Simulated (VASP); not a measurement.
# Sr (Im-3m) in VASP: a series of runs

One crystal, Sr, is run at these levels: PBE; tasks: single point.

Everything below comes from runs of VASP 6.6.1. Logs are shortened: lines on timing, memory, paths and dates and some standing lists are left out, and cuts for length are marked.

## Step 1: Starting point

Symmetry: Im-3m, No. 229, cubic system. Conventional cell: a = 4.826 Å, b = 4.826 Å, c = 4.826 Å, α = 90.00°, β = 90.00°, γ = 90.00°. Around Sr (site symmetry m-3m) lie 8 Sr at 4.18 Å.

The cell was built by a generator and needn't be a form met in nature.

## Step 2: Single point, PBE

Contents of INCAR:

```
SYSTEM = Sr
PREC     = Accurate       ! precision mode
ENCUT    = 520            ! plane-wave cutoff, eV
EDIFF    = 1E-7           ! SCF threshold, eV
ISMEAR   = 0              ! smearing method
SIGMA    = 0.05           ! smearing width, eV
LREAL    = .False.        ! projectors in reciprocal space
LASPH    = .True.         ! aspherical terms in the spheres
NELM     = 60             ! most SCF steps
ALGO     = Fast           ! electronic algorithm
ISIF     = 2              ! what is computed and relaxed
LWAVE    = .False.        ! write WAVECAR
LCHARG   = .False.        ! write CHGCAR
GGA      = PE             ! functional
NBANDS   = 11             ! bands
```

Contents of KPOINTS:

```
regular mesh
0
Gamma
  6 6 6
  0 0 0
```

Contents of POSCAR:

```
Sr
1.0
   -2.4128491982      2.4128491982      2.4128491982
    2.4128491982     -2.4128491982      2.4128491982
    2.4128491982      2.4128491982     -2.4128491982
Sr
1
Direct
    0.0000000000      0.0000000000      0.0000000000
```

Potentials or basis: VASP PAW PBE potentials, release 64 (Sr_sv).

Started as:

```
cat potpaw_PBE.64/Sr_sv/POTCAR > POTCAR
mpirun -np 1 vasp_std > vasp.out
```

OUTCAR:

```text
SYSTEM = Sr
   PREC = Accurate
   ENCUT = 520
   EDIFF = 1E-7
   ISMEAR = 0
   LREAL = .False.
   LASPH = .True.
   NELM = 60
   ISIF = 2
   GGA = PE

 ion  position               nearest neighbor table
   1  0.000  0.000  0.000-

  LATTYP: Found a body centered cubic cell.
 ALAT       =     4.8256983964

  Lattice vectors:

 A1 = (  -2.4128491982,   2.4128491982,   2.4128491982)
 A2 = (   2.4128491982,  -2.4128491982,   2.4128491982)
 A3 = (   2.4128491982,   2.4128491982,  -2.4128491982)

Analysis of symmetry for initial positions (statically):
=====================================================================
 Subroutine PRICEL returns:
 Original cell was already a primitive cell.

 Routine SETGRP: Setting up the symmetry group for a
 body centered cubic supercell.

 Subroutine GETGRP returns: Found 48 space group operations
 (whereof 48 operations were pure point group operations)
 out of a pool of 48 trial point group operations.

The static configuration has the point symmetry O_h .

Analysis of symmetry for dynamics (positions and initial velocities):
=====================================================================
 Subroutine PRICEL returns:
 Original cell was already a primitive cell.

 Routine SETGRP: Setting up the symmetry group for a
 body centered cubic supercell.

 Subroutine GETGRP returns: Found 48 space group operations
 (whereof 48 operations were pure point group operations)
 out of a pool of 48 trial point group operations.

The dynamic configuration has the point symmetry O_h .

 Subroutine INISYM returns: Found 48 space group operations
 (whereof 48 operations are pure point group operations),
 and found     1 'primitive' translations

----------------------------------------------------------------------------------------

                                     Primitive cell

  volume of cell :      56.1889

  direct lattice vectors                    reciprocal lattice vectors
    -2.412849198  2.412849198  2.412849198     0.000000000  0.207223891  0.207223891
     2.412849198 -2.412849198  2.412849198     0.207223891  0.000000000  0.207223891
     2.412849198  2.412849198 -2.412849198     0.207223891  0.207223891  0.000000000

  length of vectors
     4.179177402  4.179177402  4.179177402     0.293058838  0.293058838  0.293058838

  position of ions in fractional coordinates (direct lattice)
     0.000000000  0.000000000  0.000000000

  ion indices of the primitive-cell ions
   primitive index   ion index
                 1           1

----------------------------------------------------------------------------------------

 KPOINTS: regular mesh

Automatic generation of k-mesh.
 Grid dimensions read from file:
 generate k-points for:    6    6    6

 Generating k-lattice:

  Cartesian coordinates                     Fractional coordinates (reciprocal lattice)
     0.000000000  0.034537315  0.034537315     0.166666667  0.000000000  0.000000000
     0.034537315  0.000000000  0.034537315     0.000000000  0.166666667  0.000000000
     0.034537315  0.034537315  0.000000000     0.000000000  0.000000000  0.166666667

  Length of vectors
     0.048843140  0.048843140  0.048843140

  Shift w.r.t. Gamma in fractional coordinates (k-lattice)
     0.000000000  0.000000000  0.000000000

 Subroutine IBZKPT returns following result:
 ===========================================

 Found     16 irreducible k-points:

 Following reciprocal coordinates:
            Coordinates               Weight
  0.000000  0.000000  0.000000      1.000000
  0.166667  0.000000  0.000000     12.000000
  0.333333  0.000000  0.000000     12.000000
  0.500000  0.000000  0.000000      6.000000
  0.166667  0.166667  0.000000     24.000000
  0.333333  0.166667 -0.000000     48.000000
[... 8 lines left out ...]
  0.500000  0.500000  0.333333     12.000000
  0.500000  0.500000  0.500000      1.000000
   k-points           NKPTS =     16   k-points in BZ     NKDIM =     16   number of bands    NBANDS=     11
   number of dos      NEDOS =    301   number of ions     NIONS =      1
   total plane-waves  NPLWV =  32768
   dimension x,y,z NGX =    32 NGY =   32 NGZ =   32
   dimension x,y,z NGXF=    64 NGYF=   64 NGZF=   64
   ions per type =               1
   NGX,Y,Z   is equivalent  to a cutoff of  12.73, 12.73, 12.73 a.u.
   NGXF,Y,Z  is equivalent  to a cutoff of  25.46, 25.46, 25.46 a.u.
 SYSTEM =  Sr
   PREC   = accura    normal or accurate (medium, high low for compatibility)
   ISTART =      0    job   : 0-new  1-cont  2-samecut
   ICHARG =      2    charge: 1-file 2-atom 10-const
   ISPIN  =      1    spin polarized calculation?
   LNONCOLLINEAR =      F non collinear calculations
   LSORBIT =      F    spin-orbit coupling
   LASPH  =      T    aspherical Exc in radial PAW
   ENCUT  =  520.0 eV  38.22 Ry    6.18 a.u.   7.77  7.77  7.77*2*pi/ulx,y,z
   NELM   =     60;   NELMIN=  2; NELMDL= -5     # of ELM steps
   EDIFF  = 0.1E-06   stopping-criterion for ELM
   LREAL  =      F    real-space projection
   EDIFFG = 0.1E-05   stopping-criterion for IOM
   NSW    =      0    number of steps for IOM
   IBRION =     -1    ionic relax: 0-MD 1-quasi-New 2-CG
   NFREE  =      0    steps in history (QN), initial steepest desc. (CG)
   ISIF   =      2    stress and relaxation
   ISYM   =      2    0-nonsym 1-usesym 2-fastsym
   POTIM  = 0.5000    time-step for ionic-motion
   TEBEG  =    0.0;   TEEND  =   0.0 temperature during run
   PSTRESS=    0.0 pullay stress
   NELECT =      10.0000    total number of electrons
   NUPDOWN=      -1.0000    fix difference up-down
   EMIN   =  10.00;   EMAX   =-10.00  energy-range for DOS
   EFERMI =   0.00;   METHOD = LEGACY
   ISMEAR =     0;   SIGMA  =   0.05  broadening in eV -4-tet -1-fermi 0-gaus
   EFERMI_NEDOS =   21; number of points for ismear=-14 and -15
   IALGO  =     68    algorithm
   IMIX   =      4    mixing-type and parameters
     AMIX     =   0.40;   BMIX     =  1.00
     AMIX_MAG =   1.60;   BMIX_MAG =  1.00
  volume/ion in A,a.u.               =      56.19       379.18
  Fermi-wavevector in a.u.,A,eV,Ry     =   0.920855  1.740164 11.537389  0.847974
  Thomas-Fermi vector in A             =   2.046207
   LORBIT       =      0    0 simple, 1 ext, 2 COOP (PROOUT), +10 PAW based schemes
   GGA     = PE    functional components
   LHFCALC =     F    Hartree Fock is set to
   AEXX    =    0.0000 exact exchange contribution
   IVDW    =     0    specifies the selected vdW correction
   LEPSILON=     F    determine dielectric tensor
   LRPA    =     F    only Hartree local field effects (RPA)
 non-spin polarized calculation
 RMM-DIIS sequential band-by-band and
 Gauss-broadening in eV      SIGMA  =   0.05
  energy-cutoff  :      520.00
  volume of cell :       56.19
 maximum number of plane-waves:      1525
   NGX = 15   NGY = 15   NGZ = 15

 number of electron      10.0000000 magnetization

 Free energy of the ion-electron system (eV)
  ---------------------------------------------------
  ext. energy  EPLUGINS =         0.00000000
  ---------------------------------------------------
  free energy    TOTEN  =        -1.62362883 eV

  energy without entropy =       -1.62177185  energy(sigma->0) =       -1.62270034

 E-fermi :   1.5316     XC(G=0):  -7.2812

 val. band max:        1.5226660891   @ k =   0.5000   0.5000   0.3333
 cond. band min:       1.6142942072   @ k =   0.5000   0.5000   0.1667
 fundamental gap:      0.0916281181
 Fermi energy:         1.5315882084

 k-point     1 :       0.0000    0.0000    0.0000
  band No.  band energies     occupation
      1     -35.1380      2.00000
      2     -17.0284      2.00000
      3     -17.0284      2.00000
      4     -17.0284      2.00000
      5      -2.0920      2.00000
      6       3.8686      0.00000
      7       3.8686      0.00000
      8       3.8686      0.00000
      9       5.1576      0.00000
     10       5.1576      0.00000
     11       9.5094      0.00000

 k-point     2 :       0.1667    0.0000    0.0000
  band No.  band energies     occupation
      1     -35.1346      2.00000
      2     -17.0753      2.00000
      3     -17.0439      2.00000
      4     -17.0284      2.00000
      5      -1.6391      2.00000
      6       3.4783      0.00000
      7       3.5122      0.00000
      8       4.3101      0.00000
      9       4.8589      0.00000
     10       5.1566      0.00000
     11       9.7410      0.00000

 k-point     3 :       0.3333    0.0000    0.0000
  band No.  band energies     occupation
      1     -35.1277      2.00000
      2     -17.1668      2.00000
      3     -17.0746      2.00000
      4     -17.0284      2.00000
      5      -0.4654      2.00000
      6       2.4176      0.00000
      7       2.9619      0.00000
      8       5.0267      0.00000
      9       5.3511      0.00000
     10       5.5489      0.00000
     11       8.1860      0.00000

 k-point     4 :       0.5000    0.0000    0.0000
  band No.  band energies     occupation
      1     -35.1243      2.00000
      2     -17.2115      2.00000
      3     -17.0898      2.00000
      4     -17.0284      2.00000
      5       0.5285      2.00000
      6       1.7098      0.00000
      7       2.7360      0.00000
      8       4.9700      0.00000
      9       5.6346      0.00000
     10       6.8194      0.00000
     11       7.3429      0.00000
[... 127 lines left out ...]
 k-point    14 :      -0.3333    0.3333    0.3333
  band No.  band energies     occupation
      1     -35.1191      2.00000
      2     -17.1492      2.00000
      3     -17.1258      2.00000
      4     -17.1258      2.00000
      5       0.7813      2.00000
      6       2.0165      0.00000
      7       3.9489      0.00000
      8       3.9489      0.00000
      9       4.5175      0.00000
     10       5.5896      0.00000
     11       8.7016      0.00000

 k-point    15 :       0.5000    0.5000    0.3333
  band No.  band energies     occupation
      1     -35.1163      2.00000
      2     -17.1730      2.00000
      3     -17.1426      2.00000
      4     -17.1277      2.00000
      5       1.4628      1.94823
      6       1.5227      1.19923
      7       3.6890      0.00000
      8       4.1306      0.00000
      9       5.2757      0.00000
     10       6.5247      0.00000
     11       6.9163      0.00000

 k-point    16 :       0.5000    0.5000    0.5000
  band No.  band energies     occupation
      1     -35.1136      2.00000
      2     -17.1600      2.00000
      3     -17.1600      2.00000
      4     -17.1600      2.00000
      5       1.4045      1.99967
      6       1.4045      1.99967
      7       5.0525      0.00000
      8       5.0525      0.00000
      9       5.0525      0.00000
     10       6.4342      0.00000
     11       6.4344      0.00000

------------------------ aborting loop because EDIFF is reached ----------------------------------------

  FORCE on cell =-STRESS in cart. coord.  units (eV):
  Direction    XX          YY          ZZ          XY          YZ          ZX
  --------------------------------------------------------------------------------------
  -------------------------------------------------------------------------------------
  Total       -0.2158539     -0.2158539     -0.2158539     -0.0000000     -0.0000000      0.0000000
  in kB       -6.1548847     -6.1548847     -6.1548847     -0.0000000     -0.0000000      0.0000000
  external PRESSURE =      -6.1548847 kB  Pullay stress =       0.0000000 kB

 VOLUME and BASIS-vectors are now :
 -----------------------------------------------------------------------------
  energy-cutoff  :      520.00
  volume of cell :       56.19
      direct lattice vectors                 reciprocal lattice vectors
    -2.412849198  2.412849198  2.412849198     0.000000000  0.207223891  0.207223891
     2.412849198 -2.412849198  2.412849198     0.207223891  0.000000000  0.207223891
     2.412849198  2.412849198 -2.412849198     0.207223891  0.207223891  0.000000000

 POSITION                                       TOTAL-FORCE (eV/Angst)
 -----------------------------------------------------------------------------------
      0.00000      0.00000      0.00000         0.000000      0.000000     -0.000000
 -----------------------------------------------------------------------------------
    total drift:                                0.000000      0.000000     -0.000000

  FREE ENERGIE OF THE ION-ELECTRON SYSTEM (eV)
  ---------------------------------------------------
  free  energy   TOTEN  =        -1.6236288262 eV

  energy  without entropy=       -1.6217718475  energy(sigma->0) =       -1.62270034
```

Wall time 23 s (1 thread of AMD EPYC 7R43 (Zen 3), shared host); peak memory 0.13 GiB.

What came out:

- Free energy: -1.6236 eV
- Pressure: -0.6 GPa
- Band gap on the k mesh: none (metal or under the smearing width)

Levels at points of the mesh, in eV from the Fermi level:
| k point | band 1 | band 2 | band 3 | band 4 | band 5 | band 6 | band 7 | band 8 | band 9 | band 10 |
| --- | --- | --- | --- | --- | --- | --- | --- | --- | --- | --- |
| (0.00, 0.00, 0.00) | -36.67 | -18.56 | -18.56 | -18.56 | -3.62 | 2.34 | 2.34 | 2.34 | 3.63 | 3.63 |
| (0.50, 0.00, 0.00) | -36.66 | -18.74 | -18.62 | -18.56 | -1.00 | 0.18 | 1.20 | 3.44 | 4.10 | 5.29 |
| (0.50, 0.50, 0.50) | -36.65 | -18.69 | -18.69 | -18.69 | -0.13 | -0.13 | 3.52 | 3.52 | 3.52 | 4.90 |

## Step 3: Single point, PBE

This run uses another cell than the first one, of 55.96 Å³/atom, 0.996 times its volume.

Contents of INCAR:

```
SYSTEM = Sr
ALGO = Normal
EDIFF = 1E-6
ENCUT = 520
GGA = PE
ISIF = 2
ISMEAR = 0
LASPH = .True.
LCHARG = .False.
LREAL = .False.
LWAVE = .False.
NBANDS = 11
NELM = 80
PREC = Accurate
SIGMA = 0.05
```

Contents of KPOINTS:

```
k-points
0
Gamma
  6 6 6
  0 0 0
```

Contents of POSCAR:

```
Sr
1.0
   -2.4095202874      2.4095202874      2.4095202874
    2.4095202874     -2.4095202874      2.4095202874
    2.4095202874      2.4095202874     -2.4095202874
Sr
1
Direct
    0.0000000000      0.0000000000      0.0000000000
```

Potentials or basis: VASP PAW PBE potentials, release 64 (Sr_sv).

Started as:

```
cat potpaw_PBE.64/Sr_sv/POTCAR > POTCAR
mpirun -np 1 vasp_std > vasp.out
```

It took 12 s on 1 thread of AMD EPYC 7R43 (Zen 3), shared host; peak memory 0.14 GiB.

The run converged. Its results:

```yaml
Free_energy: -1.6245 eV
Pressure: -0.6 GPa
Band_gap_on_the_k_mesh: none (metal or under the smearing width)
```

Levels at points of the mesh, in eV from the Fermi level:
```csv
k point,band 3,band 4,band 5,band 6,band 7,band 8
"(0.00, 0.00, 0.00)",-18.55,-18.55,-3.63,2.34,2.34,2.34
"(0.50, 0.00, 0.00)",-18.61,-18.55,-1.00,0.19,1.21,3.45
"(0.50, 0.50, 0.50)",-18.68,-18.68,-0.13,-0.13,3.54,3.54
```
